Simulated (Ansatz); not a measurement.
Zn:

```
CELL_PARAMETERS angstrom
-1.56904 1.56904 1.56904
1.56904 -1.56904 1.56904
1.56904 1.56904 -1.56904
ATOMIC_POSITIONS crystal
Zn 0.00000 0.00000 0.00000
```

This isn't the form of Zn at room conditions, which is hcp.

Base run:

| Property | Result |
| --- | --- |
| Program | Ansatz 0.2.0 |
| Functional | LDA |
| Potentials or basis | all-electron LAPW, scalar-relativistic |
| Cutoff | 253 eV (chosen from the basis error) |
| Basis error allowed | 0.001 eV/atom |
| k mesh | 12 × 12 × 12 |
| Occupations | gaussian, width 0.02 eV |
| Spin | no spin polarisation |

Its results: band gap on the k mesh none (metal or under the smearing width); pressure -8.3 GPa.

Q: The run is repeated on the same cell with these changes: functional from LDA to RPBE; occupations from gaussian, width 0.02 eV to gaussian, width 0.1 eV. What comes out?

A: Band gap on the k mesh none (metal or under the smearing width); pressure 2.5 GPa.
